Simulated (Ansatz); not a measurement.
Structure relaxation of Si₂Mo

Computed with DFT PBE, scalar-relativistic, plane waves, PAW (Ansatz). Cutoff 420 eV, Γ-centred k mesh, Gaussian smearing, no spin polarisation in the final step.

This is the end of a relaxation of cell and atoms.

```xyz
9
Lattice="4.6131 0.0000 0.0000 -2.3066 3.9951 0.0000 0.0000 0.0000 6.6100" Properties=species:S:1:pos:R:3 pbc="T T T"
Si   -1.1722    3.3401    5.5083
Si    1.1344    0.6549    1.1017
Si    2.3066    2.6852    3.3050
Si    3.4787    0.6549    5.5083
Si    1.1722    3.3401    1.1017
Si    0.0000    1.3099    3.3050
Mo    2.3066    0.0000    3.3050
Mo   -1.1533    1.9975    1.1017
Mo    1.1533    1.9975    5.5083
```

Formation energies are uncorrected and refer to the elements' standard structures at the same level.

Problem. What space group does it have?

Solution. P6_222 (No. 180). Conventional cell: a = 4.613 Å, c = 6.610 Å. Si is coordinated by 5 Si at 2.56–2.69 Å, 5 Mo at 2.58–2.69 Å and 4 Si at 3.16–3.22 Å; Mo has 10 Si at 2.58–2.69 Å and 4 Mo at 3.19 Å.

Problem. What is its formation energy per atom?

Solution. -0.467 eV/atom.

Problem. Is it a metal?

Solution. No, the gap on the 12×12×6 mesh is 0.06 eV.

The final run used a 12×12×6 mesh on its 9-atom cell and 0.01 eV smearing.

This form isn't the usual stable structure of the compound.

Cost: 2 runs of about 1.3 core-minutes in all, on Intel Xeon 6975P-C (Granite Rapids) (shared hosts).